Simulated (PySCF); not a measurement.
Malononitrile, C3H2N2.
Numbering: `[N:1]#[C:2][CH2:3][C:4]#[N:5]` (hydrogens: H6, H7 on C3)

The same species was optimised twice, with GFN2-xTB and with PBE0-D3(BJ)/def2-SVP (PySCF), and the same property calculations (PySCF, gas phase) were run on both structures.

```json
{"coordinate": "N1≡C2 (Å)", "GFN2-xTB": "1.141", "PBE0-D3(BJ)/def2-SVP": "1.155", "change": "+0.014"}
{"coordinate": "C4≡N5 (Å)", "GFN2-xTB": "1.141", "PBE0-D3(BJ)/def2-SVP": "1.155", "change": "+0.014"}
{"coordinate": "C3–C4 (Å)", "GFN2-xTB": "1.447", "PBE0-D3(BJ)/def2-SVP": "1.461", "change": "+0.014"}
{"coordinate": "C2–C3 (Å)", "GFN2-xTB": "1.447", "PBE0-D3(BJ)/def2-SVP": "1.461", "change": "+0.014"}
{"coordinate": "C3–H7 (Å)", "GFN2-xTB": "1.096", "PBE0-D3(BJ)/def2-SVP": "1.103", "change": "+0.007"}
{"coordinate": "C3–H6 (Å)", "GFN2-xTB": "1.096", "PBE0-D3(BJ)/def2-SVP": "1.103", "change": "+0.007"}
{"coordinate": "C2–C3–C4 (°)", "GFN2-xTB": "110.1", "PBE0-D3(BJ)/def2-SVP": "113.3", "change": "+3.2"}
{"coordinate": "H6–C3–H7 (°)", "GFN2-xTB": "109.4", "PBE0-D3(BJ)/def2-SVP": "107.0", "change": "-2.4"}
{"coordinate": "C3–C4–N5 (°)", "GFN2-xTB": "179.9", "PBE0-D3(BJ)/def2-SVP": "178.7", "change": "-1.2"}
{"coordinate": "N1–C2–C3 (°)", "GFN2-xTB": "179.9", "PBE0-D3(BJ)/def2-SVP": "178.8", "change": "-1.1"}
{"coordinate": "C2–C3–H7 (°)", "GFN2-xTB": "109.4", "PBE0-D3(BJ)/def2-SVP": "109.1", "change": "-0.3"}
{"coordinate": "C4–C3–H6 (°)", "GFN2-xTB": "109.4", "PBE0-D3(BJ)/def2-SVP": "109.1", "change": "-0.3"}
{"coordinate": "C4–C3–H7 (°)", "GFN2-xTB": "109.3", "PBE0-D3(BJ)/def2-SVP": "109.1", "change": "-0.2"}
{"coordinate": "C2–C3–H6 (°)", "GFN2-xTB": "109.3", "PBE0-D3(BJ)/def2-SVP": "109.1", "change": "-0.2"}
```

Rotational constants: A = 19698, B = 3130, C = 2748 MHz (GFN2-xTB) against A = 21179, B = 2924, C = 2612 MHz (PBE0-D3(BJ)/def2-SVP). Point groups within 0.08 Å: C2v and C2v.

On the GFN2-xTB structure: HOMO (eV) -10.17 [PBE0/pcSseg-1]; LUMO (eV) -0.39 [PBE0/pcSseg-1]; dipole (D) 4.00 [PBE0/pcSseg-1]; GIAO shielding of N1/N5 (mean) (ppm) -42.6 [PBE0/pcSseg-1]; GIAO shielding of C2/C4 (mean) (ppm) 72.7 [PBE0/pcSseg-1]; GIAO shielding of C3 (ppm) 180.4 [PBE0/pcSseg-1].

**Question.** What do these properties become on the PBE0-D3(BJ)/def2-SVP structure?

**Answer.** 
| property | level | on GFN2-xTB | on PBE0-D3(BJ)/def2-SVP | change |
| --- | --- | --- | --- | --- |
| HOMO (eV) | PBE0/pcSseg-1 | -10.17 | -10.08 | +0.09 |
| LUMO (eV) | PBE0/pcSseg-1 | -0.39 | -0.51 | -0.12 |
| dipole (D) | PBE0/pcSseg-1 | 4.00 | 3.83 | -0.17 |
| energy, GFN2-xTB geometry as zero (kcal/mol) | PBE0/pcSseg-1 | 0.0 | -0.6 | -0.6 |
| GIAO shielding of N1/N5 (mean) (ppm) | PBE0/pcSseg-1 | -42.6 | -50.1 | -7.5 |
| GIAO shielding of C2/C4 (mean) (ppm) | PBE0/pcSseg-1 | 72.7 | 70.4 | -2.3 |
| GIAO shielding of C3 (ppm) | PBE0/pcSseg-1 | 180.4 | 176.9 | -3.5 |

The heavy atoms differ by 0.059 Å rms after alignment. Among all bonds N1≡C2, C2–C3, C3–C4 and C4≡N5 change most and about equally (+0.014 Å). Changes are differences of the printed values. Neither structure is proved a minimum here.
